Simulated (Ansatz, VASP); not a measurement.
**One calculation of AlN, two programs**

The input INCAR:

```
PREC = Accurate
ENCUT = 600
EDIFF = 1E-7
ISMEAR = 0
SIGMA = 0.05
LREAL = False
LASPH = True
NELM = 60
ALGO = Normal
ISIF = 3
LWAVE = False
LCHARG = False
GGA = PE
IBRION = 2
NSW = 80
EDIFFG = -0.03
```

The input KPOINTS:

```
regular mesh
0
Gamma
  8 8 4
```

The input POSCAR:

```
AlN
1.0
    3.1130000000      0.0000000000      0.0000000000
   -1.5565000000      2.6959370820      0.0000000000
    0.0000000000      0.0000000000      4.9810000000
Al N
2 2
Direct
    0.3333333333      0.6666666667      0.0000000000
    0.6666666667      0.3333333333      0.5000000000
    0.3333333333      0.6666666667      0.3800000000
    0.6666666667      0.3333333333      0.8800000000
```

Input for Ansatz:

```yaml
crystal:
  lattice:
    - [3.113, 0.0, 0.0]
    - [-1.5565, 2.695937082, 0.0]
    - [0.0, 0.0, 4.981]
  atoms:
    - { symbol: Al, position: [0.3333333333, 0.6666666667, 0.0] }
    - { symbol: Al, position: [0.6666666667, 0.3333333333, 0.5] }
    - { symbol: "N", position: [0.3333333333, 0.6666666667, 0.38] }
    - { symbol: "N", position: [0.6666666667, 0.3333333333, 0.88] }
basis:
  ecutwfc: 420
  ecutrho_ratio: 4
kpoints:
  mp_grid: { grid: [8, 8, 4] }
hamiltonian:
  xc: pbe
scf:
  occupations: { method: gaussian, width: 0.05 }
output:
  forces: true
  stress: true
  eigenvalues: true
relax:
  f_tol: 0.03
  max_steps: 60
  cell: { stress_tol: 0.3 }
```

Alike in both runs: task relaxation of cell and atoms; functional PBE; k mesh 8 × 8 × 4; occupations gaussian, width 0.05 eV; no spin polarisation.

```csv
,VASP,Ansatz
version,VASP 6.6.1,Ansatz 0.2.0
potentials or method,"VASP PAW PBE potentials, release 64 (Al, N)","scalar-relativistic, plane waves, PAW"
plane-wave cutoff (eV),600,420
valence electrons in the cell,16,16
```

|  | VASP | Ansatz | Ansatz less VASP |
| --- | --- | --- | --- |
| gap on the k mesh at the Fermi level, each at its own relaxed structure (eV) | 4.06 | 4.04 | -0.030 |
| relaxed volume (Å³/atom) | 10.62 | 10.64 | +0.015 |
| relaxed cell length with the largest relative difference (Å) | 3.127 | 3.130 | +0.0029 |
| energy change over the relaxation (meV/atom) | -2 | -3 | -0.5 |

PBE usually gives volumes a little too large and moduli too small. Zero-point motion and thermal expansion aren't in these numbers.
